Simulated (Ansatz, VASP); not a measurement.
# Au in VASP and in Ansatz

```xyz
2
Lattice="1.3405 -2.4278 0.0000 1.3405 2.4278 0.0000 0.0000 0.0000 4.6478" Properties=species:S:1:pos:R:3 pbc="T T T"
Au    1.3405   -0.8028    1.1620
Au    1.3405    0.8028    3.4859
```

Alike in both runs: task single point; functional PBE; k mesh 6 × 6 × 4; occupations gaussian, width 0.1 eV; no spin polarisation.

```csv
,VASP,Ansatz
version,VASP 6.6.1,Ansatz 0.2.0
potentials or method,"VASP PAW PBE potentials, release 64 (Au)","scalar-relativistic, plane waves, PAW"
plane-wave cutoff (eV),520,420
valence electrons in the cell,22,38
```

```csv
,VASP,Ansatz,Ansatz less VASP
gap on the k mesh at the Fermi level (eV),none,none,-
rms of the force components (eV/Å),0.066,0.065,-0.0011
```

Atom by atom the forces differ by 0.001 eV/Å (rms over components). A gap of «none» marks a metal or a gap that the smearing closes. The functional is the same, so the differences come from potentials, cutoffs and numerics. The two sets of potentials don't hold the same shells in valence.

Caveats: the k mesh is coarse (spacing up to 0.45 Å⁻¹), so the values aren't converged. The runs have no spin-orbit coupling, so splittings on Au are missing.
